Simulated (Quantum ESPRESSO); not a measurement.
Crystal: KMgF3.

```
K Mg F
1.0
     3.98590    0.00000    0.00000
     0.00000    3.98590    0.00000
     0.00000    0.00000    3.98590
K Mg F
1 1 3
Direct
  0.50000 0.50000 0.50000
  0.00000 0.00000 0.00000
  0.00000 0.00000 0.50000
  0.00000 0.50000 0.00000
  0.50000 0.00000 0.00000
```

* Program: Quantum ESPRESSO 7.5
* Task: single point
* Functional: PBE
* Potentials or basis: SSSP 1.3 efficiency PBE
* Cutoff: 816 eV
* Density cutoff: 6531 eV
* k mesh: 7 × 7 × 7
* Occupations: fermi-dirac, width 0.05 eV
* Spin: no spin polarisation

On this cell: pressure 3.6 GPa; largest force zero by symmetry; band gap on the k mesh 7.34 eV, indirect (least direct gap 7.63 eV).

The same run follows on a disturbed copy (atoms moved at random, drawn with an rms of 0.05 Å):

```
CELL_PARAMETERS angstrom
3.98590 0.00000 0.00000
0.00000 3.98590 0.00000
0.00000 0.00000 3.98590
ATOMIC_POSITIONS crystal
K 0.49156 0.52142 0.48379
Mg 0.99814 0.00623 0.00020
F 0.00155 0.00084 0.51513
F 0.99759 0.48898 0.00974
F 0.50671 0.00814 0.99723
```

What changes?

The energy moves by +13.4 meV/atom; pressure 4.2 GPa; largest force 0.808 eV/Å; band gap on the k mesh 7.33 eV, indirect (least direct gap 7.62 eV).

Forces in eV/Å, atoms in the order of the input:
```
K    0.086 -0.182  0.196
Mg   0.209 -0.417  0.350
F    0.026 -0.068 -0.668
F    0.064  0.806  0.001
F   -0.385 -0.139  0.121
```

Stress tensor (GPa, compression positive):
```
 4.02 -0.03  0.02
-0.03  4.30  0.06
 0.02  0.06  4.17
```

Caveats: an odd mesh through Γ misses points on the zone boundary, where band edges often lie.
